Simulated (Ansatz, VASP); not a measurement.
# PbF2 (Fluorocronite): VASP beside Ansatz, part 2 of 2

One calculation is typed for both programs; each brings its own data sets and cutoff. How far apart do they land?

VASP 6.6.1 and Ansatz 0.2.0.

So far. Step 3 (Ansatz: single point, PBEsol): The run ends at a pressure of -1.20 GPa. Step 6 (Ansatz: single point, LDA, volume scaled by 0.97): The run ends at a pressure of 2.80 GPa.

### Step 7. Differences

What differs besides the data sets and the points named for the pairs above, as far as they apply: the two LDA forms differ slightly; the cutoff is 420 eV in Ansatz and 560 eV in VASP; VASP's log shows a relativistic correction to its local exchange, Ansatz's none. Total energies have different zeros and are not compared.

Compared:

| quantity | Ansatz | VASP | difference |
| --- | --- | --- | --- |
| pressure (GPa) | 2.80 | 2.90 | -0.10 |
| pressure without Ansatz's Pulay correction (GPa) | 2.09 | 2.90 | -0.81 |
| gap on the k mesh (eV) | 4.270 | 4.224 | +0.046 |

A gap on the mesh is an upper bound, since the band edges may lie between its points; neither run holds spin-orbit coupling, which can move the band edges of a compound of Pb. Ansatz's pressure holds a Pulay correction of 0.71 GPa; VASP's holds none.

### Step 8. Other set-ups

Further runs change the set-up of one program: Ansatz's method, potentials or start, or VASP's data sets, cutoff or form of LDA. The table gives Ansatz less VASP for each quantity, since a change that brings one quantity closer may part another.

```csv
run,pressure (GPa),gap on the k mesh (eV)
as above,-0.10,0.046
Ansatz's all-electron LAPW method,-0.070,0.031
```

### Step 9. Ansatz: single point, r2SCAN, volume scaled by 0.985

With cell and atoms fixed, the geometry can't cause a difference; cores, projectors, grids and the points listed under the comparison can. The cell compared in this pair holds 51.08 Å³, against 47.63 Å³ for the pair before.

The cell is a member of a volume series, scaled by 0.985 from a relaxed one, so a pressure remains.

The input, input.yaml:

```yaml
crystal:
  lattice:
    - [0.0, 2.94493978, 2.94493978]
    - [2.94493978, 0.0, 2.94493978]
    - [2.94493978, 2.94493978, 0.0]
  atoms:
    - { symbol: Pb, position: [0.0, 0.0, 0.0] }
    - { symbol: F, position: [0.75, 0.75, 0.75] }
    - { symbol: F, position: [0.25, 0.25, 0.25] }
hamiltonian:
  xc: r2scan
  pseudopotentials: { kind: paw }
kpoints:
  mp_grid: { grid: [6, 6, 6] }
scf:
  occupations: { method: gaussian, width: 0.03 }
  n_extra_bands: 4
output:
  forces: true
  stress: true
  eigenvalues: true
```

Command:

```sh
$ ansatz run input.yaml --threads 2 --pin off --max-ram 4608MiB --backend cpu --events-out ev --progress --plain --runs-dir out
```

Numbers of over 12 decimals in the logs are rounded to 6 here.

The program printed:

```text
[...]
Crystal: 3 atoms, lattice volume = 51.081 Å³
Basis set: ecut = 500 eV, 1291 PW (Γ), exchange–correlation on 128×128×128 points (64 copies of the dense FFT grid, shifted against one another)
Bands: 18, of which v1, the nominal top of the filled ones, is band 14 counted from 1 (13 counted from 0)
Symmetry: 48 space group operations
[...]
k-points: 16 of 216
[...]
--- Band table (eV; the first three rows and the last of 16) ---
  k-point 0: bands = [... 10 lower, 2.1545, 2.6661, 2.6661, 2.6661, 12.2732, 12.2732, 12.2732, 15.6824]
  k-point 1: bands = [... 10 lower, 2.1051, 2.6216, 2.6216, 3.4197, 11.3424, 12.5091, 12.5091, 17.2269]
  k-point 2: bands = [... 10 lower, 2.0090, 2.5330, 2.5330, 4.4445, 10.5201, 12.9980, 12.9980, 18.4652]
  k-point 15: bands = [... 10 lower, 2.4883, 3.0316, 3.1491, 4.9215, 10.7274, 12.4400, 12.9252, 15.0874]
[key lines of the parts left out:]
SCF converged after 7 iterations
Free energy (F): -13542.234824 eV
Fermi energy:    7.401506 eV
P = ⅓ Tr σ = 1.2771 GPa (12.771 kbar)
```

It took 3 s on 2 threads of Arm Neoverse N1, shared host; peak memory 0.42 GiB.

The run ends at a pressure of 1.28 GPa.

### Step 10. VASP: single point, r2SCAN, volume scaled by 0.985

The same cell, functional, mesh and smearing now go to VASP, with its own data sets and cutoff.

The input asks for a relaxation, which ended at its first step since no free force or stress exceeded the threshold; so it serves as a single point.

The input, INCAR:

```
SYSTEM = PbF2
PREC = Accurate
ENCUT = 560
EDIFF = 1E-06
NELM = 100
ISMEAR = 0
SIGMA = 0.03
LREAL = .FALSE.
ALGO = Normal
METAGGA = R2SCAN
LASPH = .TRUE.
NBANDS = 20
LORBIT = 11
LWAVE = .FALSE.
LCHARG = .FALSE.
KPAR = 4
IBRION = 2
NSW = 30
ISIF = 4
EDIFFG = -0.01
```

The input, POSCAR:

```
PbF2
1.0
    0.0000000000      2.9449397837      2.9449397837
    2.9449397837      0.0000000000      2.9449397837
    2.9449397837      2.9449397837      0.0000000000
Pb F
1 2
Direct
    0.0000000000      0.0000000000      0.0000000000
    0.7500000000      0.7500000000      0.7500000000
    0.2500000000      0.2500000000      0.2500000000
```

The input, KPOINTS:

```
Automatic mesh
0
Gamma
6 6 6
0 0 0
```

Potentials, in the order of the species: Pb_d and F (PBE family, release 64).

Command:

```sh
$ mpirun -np 4 vasp_std
```

The program printed:

```text
[banner, memory and clock lines left out]
running    4 mpi-ranks, on    1 nodes
[...]
[... a notice as in an earlier step ...]

 LDA part: xc-table for (None), standard interpolation
 POSCAR, INCAR and KPOINTS ok, starting setup
[...]
entering main loop
       N       E                     dE             d eps       ncg     rms          rms(c)
DAV:   1     0.262350753796E+03    0.26235E+03   -0.15304E+04   648   0.172E+03
DAV:   2    -0.498115448718E+02   -0.31216E+03   -0.29773E+03   716   0.473E+02
DAV:   3    -0.792504363999E+02   -0.29439E+02   -0.29049E+02   760   0.153E+02
DAV:   4    -0.801280955562E+02   -0.87766E+00   -0.87705E+00   744   0.273E+01
[...]
DAV:  12    -0.701591095342E+02    0.64667E-04   -0.40471E-04   752   0.167E-01    0.396E-02
DAV:  13    -0.701590838029E+02    0.25731E-04   -0.24425E-04   716   0.130E-01    0.136E-02
DAV:  14    -0.701590828535E+02    0.94941E-06   -0.67279E-06   716   0.240E-02
   1 F= -.70159083E+02 E0= -.70159083E+02  d E =-.701591E+02
[...]
reached required accuracy - stopping structural energy minimisation
```

From OUTCAR (step 10):

```text
  Total        0.3536243      0.3536243      0.3536243      0.0000000     -0.0000000      0.0000000
  in kB       11.0915791     11.0915791     11.0915791      0.0000000     -0.0000000      0.0000000
  external PRESSURE =      11.0915791 kB  Pullay stress =       0.0000000 kB

 POSITION                                       TOTAL-FORCE (eV/Angst)
 -----------------------------------------------------------------------------------
      0.00000      0.00000      0.00000         0.000000      0.000000      0.000000
      4.41741      4.41741      4.41741        -0.000000      0.000000     -0.000000
      1.47247      1.47247      1.47247         0.000000     -0.000000     -0.000000
 -----------------------------------------------------------------------------------
    total drift:                                0.000000     -0.000000      0.000000

  FREE ENERGIE OF THE ION-ELECTRON SYSTEM (eV)
  ---------------------------------------------------
  free  energy   TOTEN  =       -70.1590828535 eV

  energy  without entropy=      -70.1590828535  energy(sigma->0) =      -70.15908285

[... 2 parts as in an earlier step ...]

[... 2 further parts left out ...]
[key lines of the parts left out:]
E-fermi :   1.9574
```

### Step 11. Side by side

What differs besides the data sets and the points named for the pairs above, as far as they apply: VASP keeps PBE cores, Ansatz makes them for the functional; the cutoff is 500 eV in Ansatz and 560 eV in VASP. Total energies have different zeros and are not compared.

Both answers:

```
                                        quantity  Ansatz   VASP  difference
                                  pressure (GPa)    1.28   1.11       +0.17
pressure without Ansatz's Pulay correction (GPa)    1.19   1.11       +0.08
                          gap on the k mesh (eV)   4.959  4.958      +0.001
```

A gap on the mesh is an upper bound, since the band edges may lie between its points; neither run holds spin-orbit coupling, which can move the band edges of a compound of Pb. Ansatz's pressure holds a Pulay correction of 0.09 GPa; VASP's holds none.

### Step 12. Further runs

Further runs change the set-up of one program: Ansatz's method, potentials or start, or VASP's data sets, cutoff or form of LDA. The table gives Ansatz less VASP for each quantity, since a change that brings one quantity closer may part another.

```
                              run  pressure (GPa)  gap on the k mesh (eV)
                         as above            0.17                  0.0011
Ansatz's all-electron LAPW method            0.13                  0.0022
```

### Step 13. What came out

- difference in gap on the k mesh (single point, PBEsol): 0.0058 eV
- difference in gap on the k mesh (single point, LDA, volume scaled by 0.97): 0.046 eV
- difference in gap on the k mesh (single point, r2SCAN, volume scaled by 0.985): 0.0011 eV

In words: The difference in gap on the k mesh is 0.046 eV (single point, LDA, volume scaled by 0.97), within the 0.08 eV picked in this series as the mark of a large difference. Single point, LDA, volume scaled by 0.97, Ansatz's all-electron LAPW method: the difference in pressure goes from -0.10 to -0.070 GPa; the difference in gap on the k mesh goes from 0.046 to 0.031 eV. Single point, r2SCAN, volume scaled by 0.985, Ansatz's all-electron LAPW method: the difference in gap on the k mesh goes from 0.0011 to 0.0022 eV. 2 further runs of this series are not shown here. How closely two codes agree says nothing of how well the functional describes the real material.

[Lines on the potential files, build, host, timing and source positions are cut from VASP's logs without a mark.]

[Logs are printed without paths, hosts, clocks, repeated set-up lines and the standing remarks that a program may print on its own settings, such as how far it seeks lower states.]

[Hosts, paths, dates, database ids (printed as entryN), source tags and the programs' standing remarks are cut or masked in the printed files.]
